The Seebeck coefficient S is the open-circuit voltage per kelvin of temperature difference across a sample. Here it comes from the PBEsol bands of GaN, interpolated over the zone and filled or emptied rigidly. Every carrier has the same relaxation time τ, and no dopant atoms are present. Under those terms S has a plain meaning: it is the mean energy of the carriers that make up the current, counted from the chemical potential into their band, divided by eT. S is negative for electrons and positive for holes; below, S for electrons means its size.

Negative doping means electrons. The direction z lies along the c axis of the crystal and x in the plane across it. The conductivity mass m is defined by σ = ne²τ/m, with σ the conductivity and n the carrier density. Its principal values are sorted by size, so mass 1 is the lightest and mass 3 the heaviest, whatever their directions.

Wurtzite GaN (4 atoms per cell, a = 3.183 Å, c = 5.185 Å) was computed with Ansatz 0.2.0 in scalar-relativistic PBEsol with PAW, a 420 eV cutoff and a Gamma-centred 12×12×6 k mesh. Transport uses rigid, interpolated bands and a constant relaxation time τ; positive doping means holes. Masses 1 and 3 are the smallest and largest principal values of ne²τ/σ.

```tsv
temperature (K)	doping (1e18 cm^-3)	Seebeck xx (microV/K)	Seebeck zz (microV/K)	conductivity mass 1 (m_e)	conductivity mass 3 (m_e)
300	-1	-270	-270	0.168	0.187
300	-10	-104	-104	0.177	0.197
300	-100	-27.8	-27.9	0.228	0.255
300	-1000	-8.8	-8.9	0.417	0.472
300	1	610	629	1.42	1.79
300	10	413	432	1.42	1.78
300	100	225	241	1.44	1.74
300	1000	79.8	84.3	1.47	1.52
600	-1	-360	-360	0.180	0.200
600	-10	-176	-176	0.186	0.207
600	-100	-55.3	-55.6	0.232	0.259
600	-1000	-17.7	-17.8	0.419	0.473
600	1	710	723	1.46	1.61
600	10	512	524	1.46	1.61
600	100	317	328	1.46	1.59
600	1000	140	145	1.46	1.51
900	-1	-416	-416	0.191	0.213
900	-10	-226	-226	0.197	0.219
900	-100	-81.7	-82.1	0.237	0.266
900	-1000	-26.6	-26.7	0.421	0.476
900	1	766	774	1.46	1.54
900	10	567	575	1.46	1.54
900	100	370	378	1.46	1.54
900	1000	184	188	1.47	1.50
```

**Dilute carriers: the holes**

Take first the limit of few carriers. The chemical potential then lies in the gap, and the carriers sit in the tail of the Fermi function, where they don't compete for states. For a parabolic band S = (k/e)[5/2 + ln(N/n)], where N is the effective number of states per volume within reach of kT. Ten times more carriers bring the chemical potential nearer to the band by kT ln 10, which costs S 198 µV/K at any temperature and for any mass.

The holes obey this. At 300 K, averaged over directions, S falls by 197 µV/K when the doping goes from 1 to 10. The rule weakens once the carriers are as many as the effective states. The last decade at 300 K, from 100 to 1000, costs only 230 − 81 = 149 µV/K. Warming brings more states within reach, so at 900 K the same decade still costs 187 µV/K.

**Crowded carriers: the electrons**

Electrons start near the end of the dilute range. Their band is light, a light band has few states near its edge, and at 300 K even doping −1 amounts to about half of the effective number. The first decade therefore costs 166 µV/K, and later ones much less. The same doping can thus be dilute for holes and crowded for electrons.

In the crowded limit the chemical potential lies well inside the band. Only electrons within a few kT of it carry current, and in S the share of those above it nearly cancels the share of those below. What survives depends on how fast σ changes with energy E: S = (π²/3)(k²T/e) d ln σ/dE. For a parabolic band this becomes S = (π²/2)(k/e)(kT/E_F), where E_F = ħ²k_F²/2m and k_F = (3π²n)^(1/3) is the radius of the filled pocket. S now grows in proportion to T and falls as a power of n, no longer as its logarithm.

The masses show that the conduction band isn't parabolic. At 300 K mass 1 rises from 0.168 to 0.417 as the electrons fill the band. This bending acts on S in two opposite ways. A heavier mass lowers E_F and raises S. (In a bent band E_F, still taken as ħ²k_F²/2m, is no longer the depth of the chemical potential in the band; it only sets how fast n grows with energy.) But a mass that grows with filling makes σ rise more slowly than n, and that multiplies S by 1 − p, where p = d ln m/d ln n.

A simple bent band obeys E(1 + aE) = ħ²k²/2m₀, with m₀ the mass at the band edge and a the strength of the bending. Its squared mass exceeds m₀² by an amount that grows as n^(2/3), which gives p = (1/3)(1 − m₀²/m²). A straight line through the mean masses at 300 and 900 K for doping −1, carried back to zero temperature, gives m₀ = 0.165.

**One row worked through: 300 K, doping −100**

1. The density is 10⁻⁴ electrons per Å³, so k_F = 0.144 Å⁻¹. With the free-electron mass, ħ²k_F²/2mₑ = 0.0786 eV.
2. The geometric mean of masses 1 and 3 is √(0.228 × 0.255) = 0.241, which makes E_F = 0.0786/0.241 = 0.326 eV.
3. With kT = 0.0259 eV and k/e = 86.2 µV/K, the parabolic formula gives 4.93 × 86.2 × 0.0259/0.326 ≈ 34 µV/K.
4. The mass growth is p = (1/3)[1 − (0.165/0.241)²] = 0.18, and 34 × 0.82 ≈ 28 µV/K.

The table has 27.8. The row's own masses went into the estimate, but no electron Seebeck value did. Without step 4 the result would be a fifth too high, so it matters that the mass is changing, and not only how large it is. The radius of the pocket is smaller than one step of the k mesh, about 0.2 Å⁻¹, so these masses rest on the interpolation, and no finer mesh is at hand to test it.

Warming raises the masses as filling does, because hot electrons also reach higher into the band. The rise of the mass up to 900 K at doping −1 gives a = 0.57 per eV, and filling to −100 at 300 K gives 0.60. Theory ties such bending to the gap: the closer the valence band, the stronger it is. The computed gap of 1.9 eV gives 0.37 in the simplest two-band estimate, which is right only in order of magnitude. The real gap is roughly 3.4 eV, so the computed electrons are probably too light and their band too strongly bent.

At doping −1000 the bent band gives an S 7 to 8 % above the table, though the parabolic formula is about 50 % too high there. The masses point to the reason: filling to this density at 300 K needs a = 0.70, so the band bends faster than the simple form allows. For a heavily doped n-type contact layer the same bending limits the gain from more dopant. From −10 to −100 at 300 K the conductivity along the light direction rises by 10 × 0.177/0.228 ≈ 7.8 times, not ten, even before the added dopants scatter the electrons.

**Why direction matters for holes only**

Electron masses 1 and 3 differ by 11 to 13 %, yet the electron S differs by at most 0.4 µV/K between x and z. For holes at 300 K and doping 1 the difference is 19 µV/K. The definition of S explains this. Both directions share one chemical potential, so S can differ only if the current along z is carried, on average, at another energy than the current along x. A mass ratio that is the same at every energy scales the two currents and leaves their mean energies alike.

For the electrons the ratio hardly changes with filling or warming. For the holes at doping 1 it falls from 1.26 at 300 K to 1.05 at 900 K. For dilute carriers there is an exact link: S_zz − S_xx = (k/e) d ln(m_xx/m_zz)/d ln T. Between 300 and 600 K the masses then give 16.6 µV/K, where the Seebeck columns average 16. The sign also settles the axis: for these dilute holes, the heavy mass 3 lies along z.

The link holds for any set of bands, so it doesn't say why the ratio changes. A hint comes from the number of states that S implies. Read through the dilute formula, S of the holes at 300 K and doping 1 needs a density-of-states mass 1.6 times the mean conductivity mass, while the same ratio for dilute electrons at 900 K is 0.9. Such an excess suggests several valence bands near the edge.

Standard wurtzite physics supplies them. The top pair comes from nitrogen p orbitals lying across c and is heavy along c. A band from the p orbital along c lies a little deeper and is light in that direction. Holes in this deeper band should therefore carry a larger share of the current along z than of the current across it, so the z current sits, on average, deeper in the valence bands. Warming moves more holes there, which lowers the mass along z. The table doesn't resolve single bands, so the part played by each is argued, not shown.

With more holes the two directions draw together. At 300 K and doping 1000 the mass ratio is down to 1.03 and S differs by only 4.5 µV/K, as fits a chemical potential that has reached both kinds of band. Warming also shrinks the difference in S, at doping 1 from 19 µV/K at 300 K to 8 at 900 K, mainly because it is a nearly steady energy difference divided by eT. At low doping that energy difference is just 6 to 8 meV. Spin–orbit coupling, absent here, splits these bands by a similar amount, and their shape close to the edge rests on the interpolation too, so the hole anisotropy, above all at 300 K, is less certain than the logarithmic fall with doping.

The output below sets all rows against the parabolic model, and the seven most crowded electron rows also against the bent band. Electron rows use their own masses; hole rows use a mass taken from S at doping 1 at each temperature, so those three agree by construction. In the less crowded electron rows the parabolic model is 1 to 6 % high. Its largest miss for holes is at 300 K and doping 1000, where it is 7 % low, perhaps because a mass fixed at low doping counts too few of the deeper states.

Printed output of the fit:

```
Seebeck magnitudes in microV/K, averaged over directions:
  row  doping  carriers per effective states  computed  parabolic  bent band  mass 3 over mass 1  zz less xx in meV
  300      -1                          0.534       270      273.5      273.5               1.113                  0
  300     -10                          4.939       104      109.6      101.6               1.113                  0
  300    -100                          33.66     27.83      33.53      27.59               1.118               0.03
  300   -1000                          134.9     8.833      13.36      9.524               1.132               0.03
  300       1                        0.00954     616.3      616.4      616.4               1.261                5.7
  300      10                         0.0954     419.3      418.6      418.6               1.254                5.7
  300     100                          0.954     230.3      226.5      226.5               1.208                4.8
  300    1000                           9.54      81.3      75.59      75.59               1.034               1.35
  600      -1                         0.1705       360      369.2      369.2               1.111                  0
  600     -10                          1.621       176      185.5      185.5               1.113                  0
  600    -100                          11.61      55.4      66.84      54.66               1.116               0.18
  600   -1000                          47.43     17.73      26.74      19.05               1.129               0.06
  600       1                        0.00306     714.3      714.4      714.4               1.103                7.8
  600      10                         0.0306       516      516.1      516.1               1.103                7.2
  600     100                          0.306     320.7      319.8      319.8               1.089                6.6
  600    1000                           3.06     141.7        140        140               1.034                  3
  900      -1                        0.08466       416      428.8      428.8               1.115                  0
  900     -10                         0.8101       226      239.6      239.6               1.112                  0
  900    -100                          6.096     81.83      99.02      80.27               1.122               0.36
  900   -1000                          25.61     26.63      40.13      28.57               1.131               0.09
  900       1                       0.001629     768.7      768.7      768.7               1.055                7.2
  900      10                        0.01629     569.7      570.4      570.4               1.055                7.2
  900     100                         0.1629     372.7      373.1      373.1               1.055                7.2
  900    1000                          1.629     185.3      185.1      185.1                1.02                3.6
dilute-limit Seebeck step per decade of doping (microV/K): 198.4
hole step from doping 1 to 10 at 300 K (microV/K): 197
electron step from doping 1 to 10 at 300 K (microV/K): 166
electron mass extrapolated to the band edge (m_e): 0.165
band bending a from warming to 900 K at electron doping 1 (1/eV): 0.5732
band bending a from filling to electron doping 100 at 300 K (1/eV): 0.5961
band bending a from filling to electron doping 1000 at 300 K (1/eV): 0.7046
two-band estimate of a from the computed gap (1/eV): 0.3718
hole density-of-states mass over mean conductivity mass, doping 1, 300 K: 1.627
same ratio for electrons, doping 1, 900 K: 0.9099
hole zz less xx from mass ratios, 300 to 600 K, doping 1 (microV/K): 16.63
hole zz less xx computed, mean of 300 and 600 K (microV/K): 16
hole zz less xx from mass ratios, 600 to 900 K, doping 1 (microV/K): 9.447
hole zz less xx computed, mean of 600 and 900 K (microV/K): 10.5
```
